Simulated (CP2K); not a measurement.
# PbO2 under changes of volume

One of the cells (13.151 Å³/atom); the others are scaled copies at fixed shape and fractional positions:

```
Pb O
1.0
     3.82119    0.00000    0.00000
     1.91060    3.30925    0.00000
     1.91060    1.10308    3.11999
Pb O
1 2
Direct
  0.00000 0.00000 0.00000
  0.75000 0.75000 0.75000
  0.25000 0.25000 0.25000
```

The cell comes from a database or a generator and needn't be the stable form of this composition.

| Quantity | Value |
| --- | --- |
| Program | CP2K 2026.2 |
| Functional | PBEsol |
| Potentials or basis | POTENTIAL_UZH Pb GTH-PBE-q4, O GTH-PBE-q6; TZVP-MOLOPT-PBE-GTH basis |
| Density cutoff | 8163 eV |
| k mesh | 9 × 9 × 9 |
| Occupations | fermi-dirac, width 0.05 eV |
| Spin | no spin polarisation |

| volume (Å³/atom) | energy over the lowest point (meV/atom) | pressure (GPa) |
| --- | --- | --- |
| 12.362 | 32.72 | 12.2 |
| 12.625 | 16.15 | 8.3 |
| 12.888 | 5.53 | 4.8 |
| 13.151 | ? | ? |
| 13.414 | 0.00 | -1.2 |
| 13.677 | 4.08 | -3.7 |
| 13.940 | 12.09 | -6.0 |

Q: What does the run at 13.151 Å³/atom give?

A: Energy over the lowest point 0.31 meV/atom; pressure 1.6 GPa.

Worked out: A Birch-Murnaghan fit of order 3 (a polynomial in V^(-2/3)) to the other rows has its minimum at 13.30 Å³/atom with B0 = V·E''(V) = 141 GPa and B' = 4.2. It gives 0.34 meV/atom at 13.151 Å³/atom, against the run's 0.31, and -dE/dV = 1.6 GPa, against 1.6.

Energies are extrapolated to zero smearing.

Caveats: the potentials were made for another functional, which shifts forces and pressure; the basis of atomic orbitals isn't converged, which shifts pressures, moduli and gaps.
